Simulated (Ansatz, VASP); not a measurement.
# RbBr in VASP and in Ansatz

```xyz
2
Lattice="4.2330 0.0000 0.0000 0.0000 4.2330 0.0000 0.0000 0.0000 4.0702" Properties=species:S:1:pos:R:3 pbc="T T T"
Rb   -0.4200    0.0000    0.0000
Br    2.5658    2.1165    2.0351
```

Change from the starting cell: mode 4 frozen in at -0.432 Å, equal normal strain along x and y +0.0400.

Alike in both runs: task single point; functional PBEsol; k mesh 6 × 6 × 6; occupations gaussian, width 0.05 eV; no spin polarisation.

|  | VASP | Ansatz |
| --- | --- | --- |
| version | VASP 6.6.1 | Ansatz 0.2.0 |
| potentials or method | VASP PAW PBE potentials, release 64 (Rb_sv, Br) | scalar-relativistic, plane waves, PAW |
| plane-wave cutoff (eV) | 520 | 420 |
| valence electrons in the cell | 16 | 16 |

```tsv
	VASP	Ansatz	Ansatz less VASP
gap on the k mesh at the Fermi level (eV)	3.90	3.90	+0.002
least direct gap on the mesh (eV)	3.94	3.94	+0.003
pressure (GPa)	2.0	1.9	-0.07
largest component of the traceless stress (GPa)	1.33	1.29	-0.033
rms of the force components (eV/Å)	0.314	0.309	-0.0060
```

Atom by atom the forces differ by 0.006 eV/Å (rms over components). The functional is the same, so the differences come from potentials, cutoffs and numerics.

Caveats: the PAW data sets were made with another functional, which shifts forces and pressure a little (VASP). A k mesh can miss the band edges.
